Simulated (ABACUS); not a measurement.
CsI under changes of volume

One of the cells (47.619 Å³/atom); the others are scaled copies at fixed shape and fractional positions:

```
Cs I
1.0
     4.56670    0.00000    0.00000
     0.00000    4.56670    0.00000
     0.00000    0.00000    4.56670
Cs I
1 1
Direct
  0.00000 0.00000 0.00000
  0.50000 0.50000 0.50000
```

| Quantity | Value |
| --- | --- |
| Program | ABACUS 3.10.1 |
| Functional | PBE |
| Potentials or basis | PseudoDojo NC SR 0.4.1 PBE standard |
| Cutoff | 966 eV |
| Density cutoff | 3864 eV |
| Basis | plane waves |
| k mesh | 6 × 6 × 6 |
| Occupations | fermi-dirac, width 0.05 eV |
| Spin | no spin polarisation |

```tsv
volume (Å³/atom)	energy over the lowest point (meV/atom)	pressure (GPa)	gap on the mesh (eV)
44.762	?	?	?
45.714	19.06	1.3	4.03
46.666	12.01	1.0	3.95
47.619	6.77	0.7	3.88
48.571	3.13	0.5	3.82
49.523	0.92	0.3	3.76
50.476	0.00	0.1	3.70
```

What does the run at 44.762 Å³/atom give?

Energy over the lowest point 28.12 meV/atom; pressure 1.7 GPa; gap on the mesh 4.10 eV.

Worked out: A Birch-Murnaghan fit of order 3 (a polynomial in V^(-2/3)) to the other rows has its minimum at 50.76 Å³/atom, just outside them, with B0 = V·E''(V) = 9.9 GPa and B' = 5.0. It gives 28.12 meV/atom at 44.762 Å³/atom, against the run's 28.12, and -dE/dV = 1.7 GPa, against 1.7. A straight line through the other rows of the gap, of slope -3.29 eV per unit of ln V, extrapolates to 4.09 eV, against the run's 4.10.

Energies are extrapolated to zero smearing.

Caveats: spin-orbit coupling is left out, which moves the levels of the heavy elements.

A mesh can miss the band edges.
